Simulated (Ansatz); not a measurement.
## How the gap and the level of N_C in C (Fd-3m) follow the exchange fraction

Aim: the (+1/0) level of N_C in C (Fd-3m) as a function of the share of exact exchange, with the cost of each choice. The model is a cell of 128 host atoms with 1 C taken out and 1 N put in; the atoms are relaxed once and then held.

Calculated with Ansatz 0.2.0; plane-wave PAW DFT; relaxations with PBEsol, then single points with HSE06 form with several shares of exact exchange, on supercells at fixed charge in a uniform background.

## 1. The structure

The cell holds 128 atoms: 127 C and 1 N. Cell: a = 10.052 Å, b = 10.052 Å, c = 10.052 Å, α = 60.0°, β = 60.0°, γ = 60.0°. It derives from C (space group Fd-3m). Nearest the centre at fractional (0.500, 0.500, 0.500): N85 at 0.00 Å, C84 at 1.54 Å, C78 at 1.54 Å, C54 at 1.54 Å, C86 at 1.54 Å, C55 at 2.51 Å, C61 at 2.51 Å, C53 at 2.51 Å. The cell carries charge +1.

Known beforehand: the electronic dielectric constant, 5.87, and the static one, 5.87, computed on the host (DFPT, PBEsol).

The cell's shortest repeat is 10.1 Å.

## 2. Relaxing both charge states, PBEsol

The study needs fixed structures, so each charge is relaxed once, at one point at (¼, ¼, ¼), from small random displacements that break the symmetry of the site.

Contents of qp1.relax/input.yaml:

```yaml
crystal:
  lattice:
    - [0.0, 1.77688097, 1.77688097]
    - [1.77688097, 0.0, 1.77688097]
    - [1.77688097, 1.77688097, 0.0]
  atoms:
    - { symbol: C, position: [0.0, 0.0, 0.0] }
    - { symbol: C, position: [0.25, 0.25, 0.25] }
  supercell: [4, 4, 4]
  defects: [{ substitution: { at: 84, symbol: "N" } }]
total_charge: 1
basis:
  ecutwfc: 420
  xc_grid: 2
hamiltonian:
  xc: pbesol
  pseudopotentials: { kind: paw, azcp: { folder: soft_1 }, xc_functional: pbe }
kpoints:
  mp_grid: { grid: [1, 1, 1], shift: [0.25, 0.25, 0.25] }
scf:
  occupations: { method: fixed }
  max_iter: 100
output:
  forces: true
  charged_corrections:
    epsilon: 5.87
    static_epsilon: 5.87
    defect_position: [0.5, 0.5, 0.5]
relax:
  f_tol: 0.015
  max_steps: 60
  random_displacement: { amplitude: 0.04, seed: 1506 }
checkpoint:
  write: "../qp1.relax.run"
  compress: false
  write_wavefunctions: true
  write_every: 100000
```

On the command line:

```console
> ansatz run input.yaml --threads 32 --pin off --max-ram 84787MiB --backend cuda --events-out ev --progress --plain --runs-dir out --max-vram 78GiB
```

Numbers of over 12 decimals in the logs are rounded to 6 here.

The program printed:

```text
[... repeated set-up lines and file paths are left out, and long positions are rounded to six places ...]
Engine: ansatz 0.2.0, aarch64-unknown-linux-gnu
Pseudopotentials: kind: paw
Pseudopotential: C, paw, valence charge 4, recommended cutoff 420 eV (normal), soft_1/C.paw.azcp
Pseudopotential: N, paw, valence charge 5, recommended cutoff 420 eV (normal), soft_1/N.paw.azcp
Functional definition: PBEsol
  exchange = pbesol_x
  correlation = pbesol_c
[...]
Crystal: 128 atoms, lattice volume = 718.100 Å³
Basis set: ecut = 420 eV, 14163 PW (Γ), exchange–correlation on 144×144×144 points (8 copies of the dense FFT grid, shifted against one another)
Bands: 384, of which v1, the nominal top of the filled ones, is band 256 counted from 1 (255 counted from 0)
Symmetry: 1 space group operations
k-points: 1
Non-local potential: C, projectors of the file, l = 0: 2, l = 1: 2, l = 2: 1
Non-local potential: N, projectors of the file, l = 0: 2, l = 1: 2, l = 2: 1
PAW form: soft (Blöchl's): semilocal exchange-correlation on the pseudo side does not see the compensation charge
PAW frozen core: C, regenerated for the run's functional, and the local potential with it (the file was generated under x = pbe(κ = 0.804, μ = 0.219515), c = pbe(β = 0.066725))
PAW frozen core: N, regenerated for the run's functional, and the local potential with it (the file was generated under x = pbe(κ = 0.804, μ = 0.219515), c = pbe(β = 0.066725))
PAW one-centre angular grid: C, 110 points (default); XC on 64 Gauss nodes
PAW one-centre angular grid: N, 110 points (default); XC on 64 Gauss nodes
Initial density: superposition of atomic densities (chi_scale 0.1, normalization cell, long waves kept (reshape's long-wave potential 0.20 eV rms))
Initial wavefunctions: pseudopotential atomic-orbital guess
[...]
Functional: x = pbesol(κ = 0.804, μ = 0.123457), c = pbesol(β = 0.046)
SCF iter   1: F=—  HF=-31751.015786 eV  |Δ(HF+E_count)|=         —  Δρ=1.42e-1  dr2=1.10e2  Hψ=1305
preconditioner: auto → Resta (q_TF=auto, 2.579 Å⁻¹)  ε∞=4.3  [insulator: Δε(μ)=5.035 eV  Ē_g=17.270 eV  n_scr=180 (ndim 8)  ℏωp=31.4 eV  f_vac=0.000  ε∞_Penn≈4.3]
SCF iter   2: F=—  HF=-31721.344996 eV  |Δ(HF+E_count)|=    2.97e1  Δρ=7.67e-2  dr2=3.14e1  Hψ=660
[...]
SCF iter   7: F=-31709.419164 eV  HF=-31709.419161 eV  |Δ(HF+E_count)|=   7.97e-5  Δρ=3.76e-5  dr2=4.70e-6  Hψ=1202
SCF 1 converged in 7 iterations: F = -31709.419164 eV  dr2 = 4.70e-6
[...]
relax step   1: F+E_penalty+E_count = -31709.41916366 eV  Δ(F+E_penalty+E_count) = +0.000e0 eV  max|allowed force component| = 2.933e0 eV/Å  Δτ_max = 0.0000 Å  (7 SCF iters, dr2 threshold 5.63e-6 eV, accepted)
[...]
relax step   2: F+E_penalty+E_count = -31713.36023680 eV  Δ(F+E_penalty+E_count) = -3.941e0 eV  max|allowed force component| = 1.480e0 eV/Å  Δτ_max = 0.0484 Å  (5 SCF iters, dr2 threshold 1.00e-4 eV, accepted)
[...]
relax step   4: F+E_penalty+E_count = -31714.18495669 eV  Δ(F+E_penalty+E_count) = +1.345e-2 eV  max|allowed force component| = 1.172e-1 eV/Å  Δτ_max = 0.0039 Å  (5 SCF iters, dr2 threshold 3.70e-7 eV, rejected (line search))
[...]
relax step   5: F+E_penalty+E_count = -31714.19992860 eV  Δ(F+E_penalty+E_count) = -1.522e-3 eV  max|allowed force component| = 1.396e-2 eV/Å  Δτ_max = 0.0019 Å  (5 SCF iters, accepted)
[...]
NSCF: frozen V_eff on 1 k-points
[...]
SCF converged after 5 iterations
Free energy (F): -31714.199929 eV
Harris-Foulkes:  -31714.199929 eV  (|F-HF|=1.93e-10)
Internal energy: -31714.199929 eV  (E = F + TS)
E sigma→0 (E₀):  -31714.199929 eV
Fermi energy:    13.320309 eV
--- Per-component energies (eV) ---
  E_band       = 2268.837650
  E_kinetic    = 11544.471658
  E_local      = -7051.308805  (includes V_loc(G=0)·N_el)
  E_nonlocal   = 2946.291773
  E_hartree    = 1683.306959
  E_xc         = -6073.132760
  E_vxc        = -7525.310076  (∫ρ·V_xc dr)
  E_paw        = -12324.893678  (= ΣΔE_a)
  E_vpaw       = -1011.923981  (= ΣTr[D̂ρ^β])
  E_aug_tail   = 0.003459  (compensation charges beyond the density's cutoff)
  E_ewald      = -22441.646394
  E_core_change = 2.707861  (= ΣΔE_core)
  E_smearing   = -0.000000  (= −TS)
  E_closure    = -0.000000  (closes the sum)
  E_deformation_potential = 21.790513  (in the stress; not in F)
  Σ components = -31714.199929   (vs F -31714.199929, Δ=0.00e0)
--- Forces (eV/Å), atoms counted from 1 ---
  atom   1  C     -0.00014981     0.00150240    -0.00142151
  atom   2  C     -0.00014685     0.00127076    -0.00232775
  [... 4 atoms left out ...]
  [... 122 more lines of this table ...]
  max |Σ_I F_I| component: 1.83e-5 eV/Å
--- Charged-cell corrections in eV (Makov–Payne, q = +1.000 e, ε = 5.870) ---
  F (periodic)     = -31714.199929  (uncorrected; the corrections below are reported, never added to it)
  E_corr1          = +0.395605  (monopole, q²α_M/2εL)
  F Makov-Payne    = -31713.804324  (F + E_corr1; no measured alignment; for a localised charge, not one spread in a band: unchecked)
  no potential alignment in this run, which stands beside a crystal: run the host's input off ansatz write-host-input, and read the two finished runs by ansatz place-levels (neither reads a slab, a wire or a sheet, whose cell leaves a vacuum)
--- Band table (eV) ---
  k-point 0: bands = ["-8.7346", "-7.6792", "-7.0106", "-6.5966", "-6.5965", "-6.3561", "-6.2826", "-6.2826", "-6.1431", "-5.9931", [... rest cut ...]
--- Relaxed structure (5 steps of the walk, 4 accepted, 0 SCFs on fresh bases) ---
  F+E_penalty+E_count = -31714.19992860 eV   max|allowed force component| = 1.396e-2 eV/Å
  atoms:
    - { symbol: C, position: [-0.000103, 0.000141, -0.000131] }
    - { symbol: C, position: [0.062453, 0.062693, 0.062407] }
    [... 4 atoms left out ...]
  [... 122 more lines of this table ...]
```

Elapsed: 4 s, on 1 × NVIDIA GB200 with 32 threads of Arm Neoverse V2, shared host; peak memory 1.4 GiB; 17 s of CPU time.

The steps of the relaxation:

```csv
step,energy less that of the first step (eV),largest force component (eV/Å)
1,0.0000,2.9328
2,-3.9411,1.4796
3,-4.7792,0.0769
4,-4.7658,0.1172
5,-4.7808,0.0140
```

Relaxation step 4 was tried and not accepted.

The atoms that moved most (Å, from the sites as typed, ahead of the random displacement):

```csv
atom,dx,dy,dz,length
C86,0.008,0.008,0.008,0.014
C78,-0.007,0.007,-0.007,0.012
C84,-0.006,-0.007,0.006,0.011
C54,0.006,-0.007,-0.006,0.011
C83,0.001,0.001,-0.008,0.008
C53,-0.008,0.001,0.001,0.008
C77,0.001,-0.008,0.001,0.008
C87,-0.001,-0.002,-0.007,0.007
```

Neighbours of N85 at the end:

```csv
atom,distance (Å)
C54,1.550
C84,1.550
C78,1.551
C86,1.551
C87,2.510
C117,2.510
C93,2.510
C61,2.511
C115,2.511
C79,2.511
C91,2.511
C55,2.511
C109,2.511
C53,2.513
C83,2.513
C77,2.513
```

```csv
charge,moment set (μB),steps,largest displacement (Å),time
0,1,12,0.24,16 s
+1,0,5,0.01,4 s
```

The relaxation ends 37 meV an atom lower than the displaced start, with a largest force component of 0.014 eV/Å.

## 3. First setting: 0.1

Exact exchange opens the gap of the host. A level of a localised state need not follow either band edge, so its distance to each edge changes.

Contents of qp1.a10/input.yaml:

```yaml
crystal:
  checkpoint: "../qp1.relax.run"
  host: checkpoint
total_charge: 1
basis:
  ecutwfc: 420
  xc_grid: 2
hamiltonian:
  xc: { preset: hse06, exx: 0.1 }
  pseudopotentials: { kind: paw, azcp: { folder: soft_1 } }
kpoints:
  mp_grid: { grid: [1, 1, 1], shift: [0.25, 0.25, 0.25] }
scf:
  occupations: { method: fixed }
  max_iter: 100
output:
  forces: true
  charged_corrections:
    epsilon: 5.87
    static_epsilon: 5.87
    defect_position: [0.5, 0.5, 0.5]
  eigenvalues: true
  eigenstates: { localisation: true }
checkpoint:
  read: "../qp1.relax.run"
  write: "../qp1.a10.run"
  compress: false
  write_wavefunctions: false
  write_every: 100000
```

The program printed:

```text
[...]
Warning: kpoints.mp_grid.shift: disabling space-group detection — at a shift other than 0 and half a step a hybrid functional's run that is held to the crystal's symmetry can end above its lowest state, and by default nothing tells of it, so the full k-mesh [...]
Warning: checkpoint.read: hamiltonian.xc differs: saved pbesol, current {"exchange":"pbe","correlation":"pbe","exx":{"coeff":0.1,"omega":0.207870}}; the SCF iterates under this deck's functional from the saved state
crystal.checkpoint: the structure is that of <dir>, a `relax` run, at its step 5: its result, under pbesol at a charge of 1 e; 128 atoms read, 0 with a starting moment; [...]
exact exchange: scf.exx.singularity resolves to wigner_seitz, which cuts the screened interaction at the faces of the exchange supercell's Wigner-Seitz cell, so that each pair interacts once, at the shortest of its separations (the periodic images that this [...]
[...]
davidson cushion auto → on  (no smearing: the cushion is to keep the highest requested band from converging to the state above it; pin scf.eigensolver.cushion to override)
device memory: the entry about to start is reckoned to put 4.0 GiB on a device that reports 182.5 GiB free (of which the cap on the GPU budget leaves the run 78.0 GiB)
GPU FFT provider: cuFFT
GPU libraries: cuBLAS 13.8.1, cuFFT 12.4.0, cuSOLVER 12.3.2
GPU matrix products: emulated (plane waves: as basis.precision tells), large ones in fixed point in workspaces of 1.00 GiB
Crystal: 128 atoms, lattice volume = 718.100 Å³
Basis set: ecut = 420 eV, 14163 PW (Γ), exchange–correlation on 144×144×144 points (8 copies of the dense FFT grid, shifted against one another)
Bands: 384, of which v1, the nominal top of the filled ones, is band 256 counted from 1 (255 counted from 0)
Symmetry: 1 space group operations
k-points: 1
[...]
GPU buffer pool allocated for 373248 grid points (all kernels)
GPU transforms: local potential and band sums: pruned to the plane-wave sphere, on 72×72×72
[...]
iter 1 solved again at ethr=4.01e-5 eV; its pass at ethr=1.00e-1 eV (dr2=2.05e-1 eV) is discarded
[...]
SCF iter   4: F=-32244.939456 eV  HF=-32244.939459 eV  |Δ(HF+E_count)|=   1.38e-3  Δρ=1.90e-4  dr2=1.40e-4  Hψ=1891
SCF 1 stopped early in 4 iterations: F = -32244.939456 eV  dr2 = 1.40e-4
[...]
Exchange kernel: α = 0.1000, screened, ω = 0.2079 Å⁻¹, Wigner–Seitz truncation, v(0) = 860.9599 eV·Å³, q-mesh 1×1×1, nearest image of the exchange supercell L = 10.05 Å, pair-density grid 40×40×40, without the augmentation charges, whose exchange is taken in [...]
Frozen-core exchange: fock
SCF iter   1: F=—  HF=-32248.391956 eV  |Δ(HF+E_count)|=         —  Δρ=4.23e-3  dr2=5.44e-2  Hψ=2242
[...]
SCF iter   7: F=-32248.383161 eV  HF=-32248.383161 eV  |Δ(HF+E_count)|=   2.23e-7  Δρ=6.68e-6  dr2=1.39e-6  Hψ=1263
SCF 2 stopped early in 7 iterations: F = -32248.383161 eV  dr2 = 1.39e-6
  Residual-converged pass: ⟨swp⟩=3.0  Hψ=719  notcnv=0  max |occ|·‖R‖ = 6.3e-6 eV (tolerance 6.7e-6 eV)  dr2=1.39e-6  dr2_onsite=9.97e-9  max |Δocc| = 0.0e0
hybrid outer 1: dexx = +9.166e-3 eV, tail = 4.00e-6 eV
SCF iter   1: F=—  HF=-32248.383128 eV  |Δ(HF+E_count)|=         —  Δρ=1.17e-5  dr2=2.21e-6  Hψ=997
SCF iter   2: F=-32248.383128 eV  HF=-32248.383128 eV  |Δ(HF+E_count)|=   5.20e-7  Δρ=1.56e-6  dr2=9.09e-9  Hψ=998
SCF 3 converged in 2 iterations: F = -32248.383128 eV  dr2 = 9.09e-9
[...]
hybrid outer 2: dexx = +4.372e-8 eV, tail = 1.89e-8 eV, Δε = 7.58e-4 eV (about 6.86e-5 eV left of the loop's levels), ΔF = 1.58e-3 eV/Å (tail 4.83e-4)
hybrid SCF converged: 2 outer / 9 inner (+4 warm-up), last move |dexx| = 4.37e-8 eV, tail = 1.89e-8 eV
Stability not checked: this state was not tested for a lower state beside it, because the functional holds exact exchange (a hybrid, or Hartree-Fock), whose exchange loop this test does not read (fock_operator; see scf.lower_state_search)
Free energy (F): -32248.383128 eV
[...]
Internal energy: -32248.383128 eV  (E = F + TS)
E sigma→0 (E₀):  -32248.383128 eV
Fermi energy:    13.084577 eV
[...]
--- Forces (eV/Å), atoms counted from 1 ---
  atom   1  C      0.00186810     0.00355194     0.00055147
  atom   2  C     -0.00214260    -0.00069416    -0.00439594
  [... 4 atoms left out ...]
  [... 122 more lines of this table ...]
  max |Σ_I F_I| component: 4.64e-5 eV/Å
--- Charged-cell corrections in eV (Makov–Payne, q = +1.000 e, ε = 5.870) ---
[...]
E_corr1          = +0.395605  (monopole, q²α_M/2εL)
[...]
--- Band table (eV) ---
[...]
```

It took 6.6 s on 1 × NVIDIA GB200 with 32 threads; peak memory 2.1 GiB; 35 s of CPU time.

In the SCF lines HF is the Harris–Foulkes energy and dr2 the Hartree energy of the density residual, in eV; the loop may stop once dr2 is under the threshold and the program's other checks hold. Hψ counts applications of the Hamiltonian.

Both charges and the host at this setting go to place-levels, which corrects for the image charge and aligns the potentials.

Contents of levels.a10.yaml:

```yaml
host:
  run: host.a10.run
states: [q0_M1.a10.run, qp1.a10.run]
geometry_from:
  q0_M1.a10.run: q0_M1.relax.run
  qp1.a10.run: qp1.relax.run
  host.a10.run: host.relax.run
```

On the command line:

```console
> ansatz place-levels levels.a10.yaml -- --threads 32 --pin off --max-ram 84787MiB
```

The program printed:

```text
(+1/0) 2.933 eV above the valence edge, 1.642 eV under the conduction edge
  edges by {"exchange":"pbe","correlation":"pbe","exx":{"coeff":0.1,"omega":0.207870}}, gap 4.576 eV; the host is sampled to repeats of 10.05 Å
  the defect's cells are sampled to repeats of 10.05 Å, like sampling
  charge +1: -32247.9973 eV with its correction of +0.386 eV, at epsilon 5.87, aligned at sites: -0.0097 eV, mean over 41 atomic sites at or beyond 5.03 Å from the defect at [0.5000, 0.5000, 0.5000], with +0.000000 for the charge's moments and without [...]
  charge 0: +0.000 eV for its dipole among its images, +0.000 omitted
  of the host: (host) hybrid's levels can ripple along a path where its exchange mesh is coarse, and an extremum then takes the crest, of which none of its warnings tells: converge the edges in the exchange mesh (kpoints.mp_grid)
  of states[1] (qp1.a10.run): how wide its charge is, is not read beside other atoms or cores, and a band state would take no correction. [...]
  of states[0] (q0_M1.a10.run): stability_check_not_made
```

Wall time 0.18 s (32 threads).

At this setting the gap is 4.576 eV and (+1/0) lies 2.933 eV above the valence top.

## 4. The other settings

In the defect's inputs only the studied keys change. The next input; the others follow the same pattern (0.25, 0.3 and 0.4):

qp1.a20/input.yaml, as its differences from qp1.a10/input.yaml of step 3:

```diff
@@ -8,3 +8,3 @@
 hamiltonian:
-  xc: { preset: hse06, exx: 0.1 }
+  xc: { preset: hse06, exx: 0.2 }
   pseudopotentials: { kind: paw, azcp: { folder: soft_1 } }
@@ -25,3 +25,3 @@
   read: "../qp1.relax.run"
-  write: "../qp1.a10.run"
+  write: "../qp1.a20.run"
   compress: false
```

## 5. Result against cost

Times of the states on 1 × NVIDIA GB200 with 32 threads of Arm Neoverse V2, shared host; the host is run again at each setting:

```csv
share of exact exchange,gap (eV),(+1/0) above the valence top (eV),under the conduction bottom (eV),"time, both charge states","time, host and placing",peak memory of a state (GiB)
0.1,4.576,2.933,1.642,24 s,44 s,2.6
0.2,5.037,3.181,1.855,24 s,49 s,2.5
0.25,5.270,3.306,1.964,24 s,41 s,2.6
0.3,5.505,3.432,2.073,25 s,42 s,2.7
0.4,5.979,3.685,2.294,25 s,43 s,2.6
```

## 6. What came out

| Property | Result |
| --- | --- |
| (plus 1/0) level, 0.1 | 2.93 eV |
| (plus 1/0) level, 0.2 | 3.18 eV |
| (plus 1/0) level, 0.25 | 3.31 eV |
| (plus 1/0) level, 0.3 | 3.43 eV |
| (plus 1/0) level, 0.4 | 3.69 eV |
| slope of the gap among the hybrids | 0.47 eV per 0.1 of exact exchange |

In words: From a share of 0.1 to 0.4 the gap opens from 4.58 to 5.98 eV and (+1/0) moves from 2.93 to 3.69 eV above the valence top. Among the hybrids, by fitted slopes, the level takes 54 % of the gap's opening, between the two edges, as a localised state does. The atoms were held at the semilocal structure, so a distortion that exact exchange would bring is missing. The program warns that hybrid band edges depend on the exchange mesh, which was not varied here; the gaps and slopes may carry that error. Only the charges 0 and +1 were run, each from one start, so (+1/0) need not be a change between stable states. Left out, since run at other k-points: 0 (PBEsol). Keep in mind: one k-point off the zone centre stands for the whole zone; the structures are those of PBEsol; force components of up to 0.37 eV/Å remain in a run at the final settings.

[Logs are printed without paths, hosts, clocks, repeated set-up lines and the standing remarks that a program may print on its own settings, such as how far it seeks lower states.]

[Hosts, paths, dates, database ids (printed as entryN), source tags and the programs' standing remarks are cut or masked in the printed files.]

[Where a table of states has a column of steps, it counts the stored structures, which are thinned; the runs took as many ionic steps or more.]

[For some hosts the program warned that the k-mesh of the response run may be too coarse for force constants and the static dielectric constant; such warnings are not shown here.]
